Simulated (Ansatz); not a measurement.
# Si2Mo under changes of volume

One of the cells (13.416 Å³/atom); the others are scaled copies at fixed shape and fractional positions:

```
Mo Si
1.0
    -1.60000    1.60000    3.93050
     1.60000   -1.60000    3.93050
     1.60000    1.60000   -3.93050
Mo Si
1 2
Direct
  0.00000 0.00000 0.00000
  0.66700 0.66700 0.00000
  0.33300 0.33300 0.00000
```

- Program: Ansatz 0.2.0
- Functional: PBEsol
- Potentials or basis: all-electron LAPW, scalar-relativistic
- Cutoff: 223 eV (chosen from the basis error)
- Basis error allowed: 0.001 eV/atom
- k mesh: 12 × 12 × 12
- Occupations: fermi-dirac, width 0.05 eV
- Spin: no spin polarisation

```tsv
volume (Å³/atom)	energy over the lowest point (meV/atom)	pressure (GPa)	largest force (eV/Å)
12.611	22.77	12.2	0.228
12.879	7.00	6.7	0.263
13.148	0.00	1.8	0.295
13.416	0.88	-2.7	0.326
13.684	8.81	-6.7	0.355
13.953	23.08	-10.3	0.382
14.221	?	?	?
```

What does the run at 14.221 Å³/atom give?

Energy over the lowest point 43.01 meV/atom; pressure -13.4 GPa; largest force 0.407 eV/Å.

Worked out: A Birch-Murnaghan fit of order 3 (a polynomial in V^(-2/3)) to the other rows has its minimum at 13.25 Å³/atom with B0 = V·E''(V) = 222 GPa and B' = 4.5 at fixed shape and positions, which overstates the stiffness. It gives 42.95 meV/atom at 14.221 Å³/atom, against the run's 43.01, and -dE/dV = -13.4 GPa, against -13.4.

Energies are extrapolated to zero smearing.

The runs don't all hold the same shells in valence.
